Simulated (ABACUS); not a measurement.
**Ta2N under changes of volume**

One of the cells (13.622 Å³/atom); the others are scaled copies at fixed shape and fractional positions:

```xyz
3
Lattice="3.1129 0.0000 0.0000 -1.5564 2.6958 0.0000 0.0000 0.0000 4.8698" Properties=species:S:1:pos:R:3 pbc="T T T"
Ta    0.0000    1.7972    1.2404
Ta    1.5564    0.8986    3.6294
N     0.0000    0.0000    0.0000
```

The cell comes from a database or a generator and needn't be the stable form of this composition.

- Program: ABACUS 3.10.1
- Functional: PBE
- Potentials or basis: PseudoDojo NC SR 0.4.1 PBE standard
- Cutoff: 1143 eV
- Density cutoff: 4572 eV
- Basis: plane waves
- k mesh: 10 × 10 × 6
- Occupations: fermi-dirac, width 0.05 eV
- Spin: no spin polarisation

```csv
volume (Å³/atom),energy over the lowest point (meV/atom),pressure (GPa),largest force (eV/Å)
12.805,40.00,18.1,0.384
13.077,15.47,10.9,0.247
13.350,2.53,4.5,0.122
13.622,0.00,-1.4,0.008
13.895,6.83,-6.6,0.097
14.167,22.08,-11.3,0.192
14.439,?,?,?
```

Question: What does the run at 14.439 Å³/atom give?

Answer: Energy over the lowest point 44.87 meV/atom; pressure -15.5 GPa; largest force 0.279 eV/Å.

Worked out: A Birch-Murnaghan fit of order 3 (a polynomial in V^(-2/3)) to the other rows has its minimum at 13.56 Å³/atom with B0 = V·E''(V) = 281 GPa and B' = 4.3 at fixed shape and positions, which overstates the stiffness. It gives 44.85 meV/atom at 14.439 Å³/atom, against the run's 44.87, and -dE/dV = -15.5 GPa, against -15.5.

Energies are extrapolated to zero smearing.

Caveats: there are fewer bands than atomic start orbitals, so a level may be missed at k points of high symmetry.
